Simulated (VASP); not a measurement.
**A slab model of blue phosphorene monolayer**

Aim: model blue phosphorene monolayer by a slab and find how far its highest filled level lies below the vacuum.

Calculated with VASP 6.6.1; PBE; plane waves and PAW (P).

### 1. Set-up

The cell holds 2 atoms: 2 P. Its edges and angles: a = 3.280 Å, b = 3.280 Å, c = 19.240 Å, α = 90.0°, β = 90.0°, γ = 120.0°. Vacuum lies along c.

As a file:

```cif
data_structure
_symmetry_space_group_name_H-M 'P 1'
_symmetry_Int_Tables_number 1
_cell_length_a 3.2800
_cell_length_b 3.2800
_cell_length_c 19.2400
_cell_angle_alpha 90.000
_cell_angle_beta 90.000
_cell_angle_gamma 120.000
_cell_volume 179.26
loop_
_atom_site_label
_atom_site_type_symbol
_atom_site_fract_x
_atom_site_fract_y
_atom_site_fract_z
_atom_site_occupancy
P1 P 0.66667 0.33333 0.46778 1
P2 P 0.33333 0.66667 0.53222 1
```

### 2. Surface relaxation

The sheet's cell relaxes in its plane with the atoms, while the vacuum is kept.

The input, INCAR:

```
SYSTEM = P
PREC = Normal
ENCUT = 400
EDIFF = 1E-05
NELM = 120
ISMEAR = -1
SIGMA = 0.05
LREAL = .FALSE.
ALGO = Fast
GGA = PE
NBANDS = 11
LORBIT = 11
LWAVE = .FALSE.
LCHARG = .FALSE.
KPAR = 2
LASPH = .TRUE.
IBRION = 2
NSW = 40
ISIF = 3
EDIFFG = -0.02
POTIM = 0.4
IDIPOL = 3
LDIPOL = .TRUE.
DIPOL = 0.5 0.5 0.5
LATTICE_CONSTRAINTS = .TRUE. .TRUE. .FALSE.
```

The input, POSCAR:

```
P
1.0
    3.2800000000      0.0000000000      0.0000000000
   -1.6400000000      2.8405633244      0.0000000000
    0.0000000000      0.0000000000     19.2400000000
P
2
Direct
    0.6666666667      0.3333333333      0.4677754678
    0.3333333333      0.6666666667      0.5322245322
```

The input, KPOINTS:

```
Automatic mesh
0
Gamma
12 12 1
0 0 0
```

Potentials, in the order of the species: P (PBE family, release 64).

On the command line:

```console
$ mpirun -np 2 vasp_std
```

The log of the run:

```text
[banner, memory and clock lines left out]
running    2 mpi-ranks, on    1 nodes
 distrk:  each k-point on    1 cores,    2 groups
 distr:  one band on    1 cores,    1 groups

 POSCAR found type information on POSCAR P
 POSCAR found :  1 types and       2 ions
 LDA part: xc-table for (Slater+PW92), standard interpolation
 POSCAR, INCAR and KPOINTS ok, starting setup
 FFT: planning ... GRIDC
 FFT: planning ... GRID_SOFT
 FFT: planning ... GRID
 WAVECAR not read
 entering main loop
       N       E                     dE             d eps       ncg     rms          rms(c)
DAV:   1     0.515858669051E+02    0.51586E+02   -0.29024E+03   418   0.506E+02
DAV:   2    -0.595515171451E+01   -0.57541E+02   -0.52389E+02   681   0.104E+02
DAV:   3    -0.107241863468E+02   -0.47690E+01   -0.47447E+01   534   0.364E+01
DAV:   4    -0.108265796677E+02   -0.10239E+00   -0.10236E+00   611   0.634E+00
DAV:   5    -0.108281353631E+02   -0.15557E-02   -0.15557E-02   620   0.636E-01    0.694E+00
RMM:   6    -0.107613010736E+02    0.66834E-01   -0.29695E-02   418   0.907E-01    0.418E+00
RMM:   7    -0.107322930043E+02    0.29008E-01   -0.73838E-02   418   0.147E+00    0.177E-01
RMM:   8    -0.107324594722E+02   -0.16647E-03   -0.59647E-03   422   0.549E-01    0.444E-02
RMM:   9    -0.107326060642E+02   -0.14659E-03   -0.13665E-03   436   0.251E-01    0.643E-02
RMM:  10    -0.107326106915E+02   -0.46272E-05   -0.21869E-04   450   0.105E-01    0.106E-01
RMM:  11    -0.107327038757E+02   -0.93184E-04   -0.12500E-04   403   0.636E-02    0.112E-02
RMM:  12    -0.107327314221E+02   -0.27546E-04   -0.34121E-05   372   0.329E-02    0.714E-03
RMM:  13    -0.107328085388E+02   -0.77117E-04   -0.12650E-05   331   0.196E-02    0.116E-02
RMM:  14    -0.107328297951E+02   -0.21256E-04   -0.63724E-06   326   0.119E-02    0.112E-02
RMM:  15    -0.107328453266E+02   -0.15531E-04   -0.22743E-06   302   0.753E-03    0.508E-03
RMM:  16    -0.107328492223E+02   -0.38957E-05   -0.60418E-07   253   0.489E-03
   1 F= -.10732849E+02 E0= -.10732849E+02  d E =-.107328E+02
 curvature:   0.00 expect dE= 0.000E+00 dE for cont linesearch  0.000E+00
 trial: gam= 0.00000 g(F)=  0.277E-03 g(S)=  0.108E-03 ort = 0.000E+00 (trialstep = 0.100E+01)
 search vector abs. value=  0.385E-03
 bond charge predicted
       N       E                     dE             d eps       ncg     rms          rms(c)
DAV:   1    -0.107329342631E+02   -0.88937E-04   -0.93573E-03   540   0.529E-01    0.838E-02
RMM:   2    -0.107329531385E+02   -0.18875E-04   -0.43784E-04   418   0.146E-01    0.414E-02
RMM:   3    -0.107329521864E+02    0.95210E-06   -0.10058E-04   420   0.765E-02    0.989E-03
RMM:   4    -0.107329547327E+02   -0.25463E-05   -0.20350E-05   324   0.366E-02
   2 F= -.10732955E+02 E0= -.10732955E+02  d E =-.105510E-03
 trial-energy change:   -0.000106  1 .order   -0.000093   -0.000385    0.000198
 step:   0.6598(harm=  0.6598)  dis= 0.00152  next Energy=   -10.732976 (dE=-0.127E-03)
 bond charge predicted
       N       E                     dE             d eps       ncg     rms          rms(c)
DAV:   1    -0.107329844555E+02   -0.32269E-04   -0.11229E-03   519   0.185E-01    0.257E-02
RMM:   2    -0.107329873513E+02   -0.28958E-05   -0.50241E-05   380   0.497E-02
   3 F= -.10732987E+02 E0= -.10732987E+02  d E =-.138129E-03
 curvature:  -0.33 expect dE=-0.267E-05 dE for cont linesearch -0.329E-06
 trial: gam=-0.02983 g(F)=  0.510E-05 g(S)=  0.300E-05 ort = 0.196E-04 (trialstep = 0.932E+00)
 search vector abs. value=  0.727E-05
 reached required accuracy - stopping structural energy minimisation
```

Run time: 12 s. Hardware: 2 MPI ranks of AMD EPYC 7R43, shared host; peak memory 0.27 GiB.

Lines that name or quote the potential files are left out of all logs, and their timing lines are given in words.

From OUTCAR (step 2):

```text
ion  position               nearest neighbor table
   1  0.667  0.333  0.468-   2 2.26   2 2.26   2 2.26
   2  0.333  0.667  0.532-   1 2.26   1 2.26   1 2.26

  LATTYP: Found a hexagonal cell.
 ALAT       =     3.2800000000
 C/A-ratio  =     5.8658536585

 Subroutine GETGRP returns: Found 12 space group operations
 (whereof 12 operations were pure point group operations)

The static configuration has the point symmetry D_3d.

 Found     19 irreducible k-points:

   k-points           NKPTS =     19   k-points in BZ     NKDIM =     19   number of bands    NBANDS=     11

   dimension x,y,z NGX =    16 NGY =   16 NGZ =   96
   dimension x,y,z NGXF=    32 NGYF=   32 NGZF=  192

   ENCUT  =  400.0 eV  29.40 Ry    5.42 a.u.   5.35  5.35 31.38*2*pi/ulx,y,z

   NELECT =      10.0000    total number of electrons

 k-points in reciprocal lattice and weights: Automatic mesh
   0.00000000  0.00000000  0.00000000       0.007
   0.08333333  0.00000000  0.00000000       0.042
   0.16666667  0.00000000  0.00000000       0.042
   0.25000000  0.00000000  0.00000000       0.042
   0.33333333  0.00000000  0.00000000       0.042
   0.41666667  0.00000000  0.00000000       0.042
   0.50000000  0.00000000  0.00000000       0.021
   0.08333333  0.08333333  0.00000000       0.042
   0.16666667  0.08333333  0.00000000       0.083
[...]
0.33333333  0.25000000  0.00000000       0.083
   0.33333333  0.33333333  0.00000000       0.014

 dipolmoment           0.000000      0.000000      0.000000 electrons x Angstroem

 average (electrostatic) potential at core
       1 -91.8119       2 -91.8119

 E-fermi :  -2.7567

 k-point     1 :       0.0000    0.0000    0.0000
  band No.  band energies     occupation
      1     -17.8560      2.00000
      2     -10.1498      2.00000
      3      -4.1429      2.00000
      4      -3.8671      2.00000
      5      -3.8671      2.00000
      6       0.0779      0.00000
      7       0.1738      0.00000
      8       0.1738      0.00000
      9       1.6293      0.00000
     10       2.1279      0.00000
    ...

 k-point     2 :       0.0833    0.0000    0.0000
  band No.  band energies     occupation
      1     -17.7440      2.00000
      2     -10.0750      2.00000
      3      -4.7482      2.00000
      4      -4.1156      2.00000
      5      -4.0780      2.00000
      6      -0.1398      0.00000
      7       0.4920      0.00000
      8       0.9303      0.00000
      9       1.7736      0.00000
     10       2.2437      0.00000
    ...

 k-point     3 :       0.1667    0.0000    0.0000
  band No.  band energies     occupation
      1     -17.4104      2.00000
      2      -9.8962      2.00000
      3      -6.3342      2.00000
      4      -4.6522      2.00000
      5      -3.9138      2.00000
      6      -0.8090      0.00000
      7       1.1343      0.00000
      8       1.8998      0.00000
      9       2.1765      0.00000
     10       2.6677      0.00000
    ...

  Total        0.0088118      0.0088118      0.0072598      0.0000000      0.0000000      0.0000000
  in kB        0.0788634      0.0788634      0.0649737      0.0000000      0.0000000      0.0000000
  external PRESSURE =       0.0742335 kB  Pullay stress =       0.0000000 kB

  energy-cutoff  :      400.00
  volume of cell :      179.02
      direct lattice vectors                 reciprocal lattice vectors
     3.277790424  0.000000000  0.000000000     0.305083569  0.176140081  0.000000000
    -1.638895212  2.838649775  0.000000000     0.000000000  0.352280161  0.000000000
     0.000000000  0.000000000 19.240000000     0.000000000  0.000000000  0.051975052

 POSITION                                       TOTAL-FORCE (eV/Angst)
 -----------------------------------------------------------------------------------
      1.63890      0.94622      9.00152        -0.000000      0.000000      0.008131
     -0.00000      1.89243     10.23848         0.000000     -0.000000     -0.008131
 -----------------------------------------------------------------------------------
    total drift:                                0.000000      0.000000     -0.000000

  FREE ENERGIE OF THE ION-ELECTRON SYSTEM (eV)
  ---------------------------------------------------
  free  energy   TOTEN  =       -10.7329873513 eV

  energy  without entropy=      -10.7329873501  energy(sigma->0) =      -10.73298735

 reached required accuracy - stopping structural energy minimisation

 vacuum level on the upper side and lower side of the slab         2.290         2.290

 total charge
# of ion       s       p       d       tot
------------------------------------------
    1        1.096   1.356   0.000   2.452
    2        1.096   1.356   0.000   2.452
--------------------------------------------------
tot          2.192   2.712   0.000   4.904

[... 3 further parts left out ...]
```

The gap is read on the k-mesh alone, so it is an upper bound where the band edges lie off the mesh. The run keeps the 12 symmetry operations of its start, so it cannot find a distortion of lower symmetry.

Little changed from the start: no atom moved by 0.005 Å and no cell edge by 0.1 %.

Numbers from this step:

* electronic cycles: 22
* electrons: 10
* free energy (TOTEN): -10.73 eV
* Fermi energy: -2.757 eV
* labelled metallic, from the levels on this mesh: no
* dipole moment: 0, 0, 0 e·Å
* gap on the k-mesh: 1.960 eV
* least direct gap on the k-mesh: 2.226 eV

The run ended after 3 ionic steps, 0.000 eV below its first step, once forces and stress met EDIFFG = -0.02.

Only the dipole across the slab is computed (IDIPOL = 3); zeros along the plane are no results.

[end of part 1 of 3]

[Lines on the potential files, build, host, timing and source positions are cut from VASP's logs without a mark.]

[Logs are printed without paths, hosts, clocks, repeated set-up lines and the standing remarks that a program may print on its own settings, such as how far it seeks lower states.]

[Hosts, paths, dates, database ids (printed as entryN), source tags and the programs' standing remarks are cut or masked in the printed files.]

[In band tables of VASP the shares of atoms and orbitals are scaled to a sum of 1 inside the atoms' spheres.]

[Runs that stopped without an error message from VASP are left out.]
